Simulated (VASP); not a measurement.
# AlN (P6_3mc) in VASP: further runs

Runs on AlN. Level: PBE. Tasks: relaxation of cell and atoms.

All numbers are computed with VASP 6.6.1; they aren't measurements. Logs are shortened: lines on timing, memory, paths and dates and some standing lists are left out, and cuts for length are marked.

### 1 Starting point

The structure is hexagonal, space group P6_3mc (No. 186). Conventional cell: a = 3.113 Å, b = 3.113 Å, c = 4.981 Å, α = 90.00°, β = 90.00°, γ = 120.00°. Around Al (site symmetry 3m) lie 4 N at 1.89 Å. Around N (site symmetry 3m) lie 4 Al at 1.89 Å.

### 2 Relaxation of cell and atoms, PBE

File INCAR:

```
PREC = Accurate
ENCUT = 520
EDIFF = 1E-7
ISMEAR = 0
SIGMA = 0.02
LREAL = F
LASPH = T
NELM = 100
ALGO = Normal
ISIF = 3
LWAVE = F
LCHARG = F
GGA = PE
IBRION = 2
NSW = 80
EDIFFG = -0.002
KPAR = 4
```

File KPOINTS:

```
Automatic mesh
0
Gamma
  18 18 10
```

File POSCAR:

```
AlN
1.0
    3.1130000000      0.0000000000      0.0000000000
   -1.5565000000      2.6959370800      0.0000000000
    0.0000000000      0.0000000000      4.9810000000
Al N
2 2
Direct
    0.3333333300      0.6666666700      0.0000000000
    0.6666666700      0.3333333300      0.5000000000
    0.3333333300      0.6666666700      0.3800000000
    0.6666666700      0.3333333300      0.8800000000
```

Potentials or basis: VASP PAW PBE potentials, release 64 (Al, N).

On the command line:

```console
> cat potpaw_PBE.64/Al/POTCAR potpaw_PBE.64/N/POTCAR > POTCAR
> mpirun -np 4 vasp_std > vasp.out
```

OUTCAR:

```text
PREC = Accurate
   ENCUT = 520
   EDIFF = 1E-7
   ISMEAR = 0
   LREAL = F
   LASPH = T
   NELM = 100
   ISIF = 3
   GGA = PE
   IBRION = 2
   NSW = 80
   EDIFFG = -0.002

 ion  position               nearest neighbor table
   1  0.333  0.667  0.000-   3 1.89   4 1.89   4 1.89   4 1.89   2 3.07   2 3.07   2 3.07   2 3.07
                             2 3.07   2 3.07
   2  0.667  0.333  0.500-   4 1.89   3 1.89   3 1.89   3 1.89   1 3.07   1 3.07   1 3.07   1 3.07
                             1 3.07   1 3.07
   3  0.333  0.667  0.380-   1 1.89   2 1.89   2 1.89   2 1.89
   4  0.667  0.333  0.880-   2 1.89   1 1.89   1 1.89   1 1.89

  LATTYP: Found a hexagonal cell.
 ALAT       =     3.1130000000
 C/A-ratio  =     1.6000642467

  Lattice vectors:

 A1 = (   3.1130000000,   0.0000000000,   0.0000000000)
 A2 = (  -1.5565000000,   2.6959370800,   0.0000000000)
 A3 = (   0.0000000000,   0.0000000000,   4.9810000000)

Analysis of symmetry for initial positions (statically):
=====================================================================
 Subroutine PRICEL returns:
 Original cell was already a primitive cell.

 Routine SETGRP: Setting up the symmetry group for a
 hexagonal supercell.

 Subroutine GETGRP returns: Found 12 space group operations
 (whereof  6 operations were pure point group operations)
 out of a pool of 24 trial point group operations.

The static configuration has the point symmetry C_3v.
 The point group associated with its full space group is C_6v.

Analysis of symmetry for dynamics (positions and initial velocities):
=====================================================================
 Subroutine PRICEL returns:
 Original cell was already a primitive cell.

 Routine SETGRP: Setting up the symmetry group for a
 hexagonal supercell.

 Subroutine GETGRP returns: Found 12 space group operations
 (whereof  6 operations were pure point group operations)
 out of a pool of 24 trial point group operations.

The dynamic configuration has the point symmetry C_3v.
 The point group associated with its full space group is C_6v.

 Subroutine INISYM returns: Found 12 space group operations
 (whereof  6 operations are pure point group operations),
 and found     1 'primitive' translations

----------------------------------------------------------------------------------------

                                     Primitive cell

  volume of cell :      41.8028

  direct lattice vectors                    reciprocal lattice vectors
     3.113000000  0.000000000  0.000000000     0.321233537  0.185464269  0.000000000
    -1.556500000  2.695937080  0.000000000     0.000000000  0.370928538  0.000000000
     0.000000000  0.000000000  4.981000000     0.000000000  0.000000000  0.200762899

  length of vectors
     3.113000000  3.112999998  4.981000000     0.370928538  0.370928538  0.200762899

  position of ions in fractional coordinates (direct lattice)
     0.333333330  0.666666670  0.000000000
     0.666666670  0.333333330  0.500000000
     0.333333330  0.666666670  0.380000000
     0.666666670  0.333333330  0.880000000

  ion indices of the primitive-cell ions
   primitive index   ion index
                 1           1
                 2           2
                 3           3
                 4           4

----------------------------------------------------------------------------------------

 KPOINTS: Automatic mesh

Automatic generation of k-mesh.
 Grid dimensions read from file:
 generate k-points for:   18   18   10

 Generating k-lattice:

  Cartesian coordinates                     Fractional coordinates (reciprocal lattice)
     0.017846308  0.010303571  0.000000000     0.055555556 -0.000000000  0.000000000
     0.000000000  0.020607141  0.000000000     0.000000000  0.055555556  0.000000000
     0.000000000  0.000000000  0.020076290     0.000000000  0.000000000  0.100000000

  Length of vectors
     0.020607141  0.020607141  0.020076290

  Shift w.r.t. Gamma in fractional coordinates (k-lattice)
     0.000000000  0.000000000  0.000000000

 Subroutine IBZKPT returns following result:
 ===========================================

 Found    222 irreducible k-points:

 Following reciprocal coordinates:
            Coordinates               Weight
  0.000000  0.000000  0.000000      1.000000
  0.055556  0.000000  0.000000      6.000000
  0.111111  0.000000  0.000000      6.000000
  0.166667  0.000000  0.000000      6.000000
  0.222222  0.000000  0.000000      6.000000
  0.277778  0.000000  0.000000      6.000000
[... 16 lines left out ...]
  0.333333  0.111111  0.000000     12.000000
  0.388889  0.111111  0.000000     12.000000
 [... further k-points ...]
   k-points           NKPTS =    222   k-points in BZ     NKDIM =    222   number of bands    NBANDS=     12
   number of dos      NEDOS =    301   number of ions     NIONS =      4
   total plane-waves  NPLWV =  23040
   dimension x,y,z NGX =    24 NGY =   24 NGZ =   40
   dimension x,y,z NGXF=    48 NGYF=   48 NGZF=   80
   ions per type =               2   2
   NGX,Y,Z   is equivalent  to a cutoff of  12.82, 12.82, 13.35 a.u.
   NGXF,Y,Z  is equivalent  to a cutoff of  25.63, 25.63, 26.70 a.u.
 SYSTEM =  unknown system
   PREC   = accura    normal or accurate (medium, high low for compatibility)
   ISTART =      0    job   : 0-new  1-cont  2-samecut
   ICHARG =      2    charge: 1-file 2-atom 10-const
   ISPIN  =      1    spin polarized calculation?
   LNONCOLLINEAR =      F non collinear calculations
   LSORBIT =      F    spin-orbit coupling
   LASPH  =      T    aspherical Exc in radial PAW
   ENCUT  =  520.0 eV  38.22 Ry    6.18 a.u.   5.79  5.79  9.26*2*pi/ulx,y,z
   NELM   =    100;   NELMIN=  2; NELMDL= -5     # of ELM steps
   EDIFF  = 0.1E-06   stopping-criterion for ELM
   LREAL  =      F    real-space projection
   EDIFFG = -.2E-02   stopping-criterion for IOM
   NSW    =     80    number of steps for IOM
   IBRION =      2    ionic relax: 0-MD 1-quasi-New 2-CG
   NFREE  =      1    steps in history (QN), initial steepest desc. (CG)
   ISIF   =      3    stress and relaxation
   ISYM   =      2    0-nonsym 1-usesym 2-fastsym
   POTIM  = 0.5000    time-step for ionic-motion
   TEBEG  =    0.0;   TEEND  =   0.0 temperature during run
   PSTRESS=    0.0 pullay stress
   NELECT =      16.0000    total number of electrons
   NUPDOWN=      -1.0000    fix difference up-down
   EMIN   =  10.00;   EMAX   =-10.00  energy-range for DOS
   EFERMI =   0.00;   METHOD = LEGACY
   ISMEAR =     0;   SIGMA  =   0.02  broadening in eV -4-tet -1-fermi 0-gaus
   EFERMI_NEDOS =   21; number of points for ismear=-14 and -15
   IALGO  =     38    algorithm
   IMIX   =      4    mixing-type and parameters
     AMIX     =   0.40;   BMIX     =  1.00
     AMIX_MAG =   1.60;   BMIX_MAG =  1.00
  volume/ion in A,a.u.               =      10.45        70.52
  Fermi-wavevector in a.u.,A,eV,Ry     =   1.188629  2.246183 19.222843  1.412839
  Thomas-Fermi vector in A             =   2.324754
   LORBIT       =      0    0 simple, 1 ext, 2 COOP (PROOUT), +10 PAW based schemes
   GGA     = PE    functional components
   LHFCALC =     F    Hartree Fock is set to
   AEXX    =    0.0000 exact exchange contribution
   IVDW    =     0    specifies the selected vdW correction
   LEPSILON=     F    determine dielectric tensor
   LRPA    =     F    only Hartree local field effects (RPA)
 conjugate gradient relaxation of ions
 non-spin polarized calculation
 Gauss-broadening in eV      SIGMA  =   0.02
  energy-cutoff  :      520.00
  volume of cell :       41.80
 maximum number of plane-waves:      1152
 NGX is ok and might be reduce to    24
   NGX = 11   NGY = 11   NGZ = 19

--------------------------------------- Ionic step        1  -------------------------------------------

 number of electron      15.9999997 magnetization

 Free energy of the ion-electron system (eV)
  ---------------------------------------------------
  ext. energy  EPLUGINS =         0.00000000
  ---------------------------------------------------
  free energy    TOTEN  =       -29.77128467 eV

  energy without entropy =      -29.77128467  energy(sigma->0) =      -29.77128467

------------------------ aborting loop because EDIFF is reached ----------------------------------------

  FORCE on cell =-STRESS in cart. coord.  units (eV):
  Direction    XX          YY          ZZ          XY          YZ          ZX
  --------------------------------------------------------------------------------------
  -------------------------------------------------------------------------------------
  Total        0.7574487      0.7574487      1.1902328      0.0000000      0.0000000     -0.0000000
  in kB       29.0307597     29.0307596     45.6180890      0.0000000      0.0000000     -0.0000000
  external PRESSURE =      34.5598694 kB  Pullay stress =       0.0000000 kB
[... 251 lines left out ...]
  energy  without entropy=      -29.7801191130  energy(sigma->0) =      -29.78011911

--------------------------------------- Ionic step        8  -------------------------------------------

 number of electron      15.9999998 magnetization

 Free energy of the ion-electron system (eV)
  ---------------------------------------------------
  ext. energy  EPLUGINS =         0.00000000
  ---------------------------------------------------
  free energy    TOTEN  =       -29.78012014 eV

  energy without entropy =      -29.78012014  energy(sigma->0) =      -29.78012014

 E-fermi :   6.0773     XC(G=0): -10.8329

 val. band max:        5.9757034128   @ k =   0.0000   0.0000   0.0000
 cond. band min:      10.0320516233   @ k =   0.0000   0.0000   0.0000
 fundamental gap:      4.0563482104
 Fermi energy:         6.0772599861

 k-point     1 :       0.0000    0.0000    0.0000
  band No.  band energies     occupation
      1      -9.0982      2.00000
      2      -7.0122      2.00000
      3       0.0647      2.00000
      4       5.1326      2.00000
      5       5.1326      2.00000
      6       5.7749      2.00000
      7       5.7749      2.00000
      8       5.9757      2.00000
      9      10.0321      0.00000
     10      12.4991      0.00000
     11      16.4428      0.00000
     12      17.0157      0.00000
[... 331 lines left out ...]
 k-point    24 :       0.3889    0.1111    0.0000
  band No.  band energies     occupation
      1      -7.2209      2.00000
      2      -6.4703      2.00000
      3       0.8240      2.00000
      4       2.0134      2.00000
      5       2.5994      2.00000
      6       3.5088      2.00000
      7       4.3713      2.00000
      8       4.9021      2.00000
      9      11.7496      0.00000
     10      12.4561      0.00000
     11      14.2907      0.00000
     12      16.0226      0.00000

 [... further k-points ...]

------------------------ aborting loop because EDIFF is reached ----------------------------------------

  FORCE on cell =-STRESS in cart. coord.  units (eV):
  Direction    XX          YY          ZZ          XY          YZ          ZX
  --------------------------------------------------------------------------------------
  -------------------------------------------------------------------------------------
  Total       -0.0000040     -0.0000040     -0.0038421      0.0000000      0.0000000      0.0000000
  in kB       -0.0001499     -0.0001499     -0.1447624      0.0000000      0.0000000      0.0000000
  external PRESSURE =      -0.0483541 kB  Pullay stress =       0.0000000 kB
[... 19 lines left out ...]
  FREE ENERGIE OF THE ION-ELECTRON SYSTEM (eV)
  ---------------------------------------------------
  free  energy   TOTEN  =       -29.7801201353 eV

  energy  without entropy=      -29.7801201353  energy(sigma->0) =      -29.78012014

 reached required accuracy - stopping structural energy minimisation
```

Run time: 44 s. Hardware: 4 MPI ranks of Intel Xeon Platinum 8488C (Sapphire Rapids), shared host; peak memory 0.22 GiB.

What came out:

- Free energy: -29.7801 eV
- Relaxed volume: 10.63 Å³/atom
- Relaxed cell: a = 3.129 Å, b = 3.129 Å, c = 5.016 Å, α = 90.00°, β = 90.00°, γ = 120.00°
- Space group after relaxing (to 0.05 Å): P6_3mc (No. 186)
- Energy gained by relaxing: 2.2 meV/atom
- Ionic steps: 8
- Pressure after relaxing: 0.0 GPa
- Band gap on the k mesh: 4.06 eV, direct

The path:
| step | energy change (eV) | largest force (eV/Å) | pressure (GPa) | volume (Å³) |
| --- | --- | --- | --- | --- |
| 1 | 0.0000 | 0.1289 | 3.46 | 41.80 |
| 2 | -0.0019 | 0.0913 | -2.90 | 43.18 |
| 3 | -0.0088 | 0.0034 | 0.00 | 42.52 |
| 4 | -0.0088 | 0.0059 | 0.07 | 42.51 |
| 5 | -0.0088 | 0.0066 | 0.05 | 42.51 |
| 6 | -0.0088 | 0.0070 | 0.04 | 42.51 |
| 7 | -0.0088 | 0.0022 | -0.02 | 42.53 |
| 8 | -0.0088 | 0.0007 | 0.00 | 42.52 |

Final structure:
```yaml
crystal:
  lattice:
    - [3.12857, 0.00000, 0.00000]
    - [-1.56429, 2.70942, 0.00000]
    - [0.00000, 0.00000, 5.01646]
  atoms:
    - { symbol: Al, position: [0.33333, 0.66667, 0.99926] }
    - { symbol: Al, position: [0.66667, 0.33333, 0.49926] }
    - { symbol: N, position: [0.33333, 0.66667, 0.38074] }
    - { symbol: N, position: [0.66667, 0.33333, 0.88074] }
```

A k mesh can miss the band edges. Zero-point motion and thermal expansion aren't in these numbers.

### 3 Relaxation of cell and atoms, PBE

This run uses another cell than the first one, of 10.63 Å³/atom, 1.017 times its volume.

INCAR is that of step 2.

KPOINTS is that of step 2.

File POSCAR:

```
AlN                                     
1.0
    3.1285719314      0.0000000000     -0.0000000000
   -1.5642859657      2.7094227681      0.0000000000
   -0.0000000000     -0.0000000000      5.0164576356
  Al              N             
     2     2
Direct
     0.3333333300000021    0.6666666699999979    0.9992574435709494
     0.6666666699999979    0.3333333300000021    0.4992574435709495
     0.3333333300000021    0.6666666699999979    0.3807425564290530
     0.6666666699999979    0.3333333300000021    0.8807425564290532
```

Potentials or basis: VASP PAW PBE potentials, release 64 (Al, N).

On the command line:

```console
> cat potpaw_PBE.64/Al/POTCAR potpaw_PBE.64/N/POTCAR > POTCAR
> mpirun -np 4 vasp_std > vasp.out
```

It took 13 s on 4 MPI ranks of Intel Xeon Platinum 8488C (Sapphire Rapids), shared host; peak memory 0.22 GiB.

It converged, with:

```
Free energy             : -29.7805 eV
Pressure after relaxing : 0.0 GPa
Band gap on the k mesh  : 4.06 eV, direct
```

Final structure:
```
Al N
1.0
     3.12857    0.00000    0.00000
    -1.56429    2.70942    0.00000
     0.00000    0.00000    5.01646
Al N
2 2
Cartesian
  0.0000 1.8063 5.0127
  1.5643 0.9031 2.5045
  0.0000 1.8063 1.9100
  1.5643 0.9031 4.4182
```

Levels at points of the mesh, in eV from the valence-band top:
| k point | band 4 | band 5 | band 6 | band 7 | band 8 | band 9 | band 10 | band 11 | band 12 |
| --- | --- | --- | --- | --- | --- | --- | --- | --- | --- |
| (0.00, 0.00, 0.00) | -0.84 | -0.84 | -0.20 | -0.20 | 0.00 | 4.06 | 6.52 | 10.47 | 11.04 |
| (0.50, 0.00, 0.00) | -4.12 | -3.30 | -2.05 | -1.74 | -0.68 | 5.76 | 5.77 | 8.04 | 10.15 |
| (0.00, 0.00, 0.50) | -3.30 | -0.53 | -0.53 | -0.53 | -0.53 | 6.32 | 6.32 | 10.18 | 10.18 |
| (0.50, 0.00, 0.50) | -5.52 | -1.44 | -1.44 | -1.35 | -1.35 | 5.25 | 5.25 | 9.15 | 9.15 |

Caveat: the relaxation stopped at its first step, so nothing moved. A k mesh can miss the band edges.
